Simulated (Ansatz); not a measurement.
Space group Pm-3m (No. 221). a = 2.956 Å, b = 2.956 Å, c = 2.956 Å, α = 90.00°, β = 90.00°, γ = 90.00°
```json
{"atom": "Al", "site": "1a", "symmetry": "m-3m", "x": "0.0000", "y": "0.0000", "z": "0.0000"}
{"atom": "Cu", "site": "1b", "symmetry": "m-3m", "x": "0.5000", "y": "0.5000", "z": "0.5000"}
```

Equation of state of this AlCu structure (not necessarily the ground state), with shape and atoms relaxed at each volume where symmetry leaves them free. It has no gap at any of these volumes. All numbers below come from DFT PBEsol, scalar-relativistic, plane waves, PAW (Ansatz).

Cutoff 420 eV; k points 14×14×14 on the computed 2-atom cell (Γ-centred); Gaussian smearing, width 0.10 eV; no spin polarisation.

| V (Å³/atom) | E − E(largest V) (meV/atom) | P (GPa) |
| --- | --- | --- |
| 11.365 | 50.94 | 22.00 |
| 11.752 | 6.47 | 15.02 |
| 12.140 | -22.48 | 9.13 |
| 12.527 | -38.37 | 4.17 |
| 12.915 | -43.24 | 0.00 |
| 13.302 | -38.82 | -3.53 |
| 13.690 | -26.56 | -6.51 |
| 14.206 | 0.00 | -9.78 |

Fit a third-order Birch–Murnaghan equation to E(V).

V0 = 12.91 Å³/atom, B0 = 128 GPa, B0' = 4.6.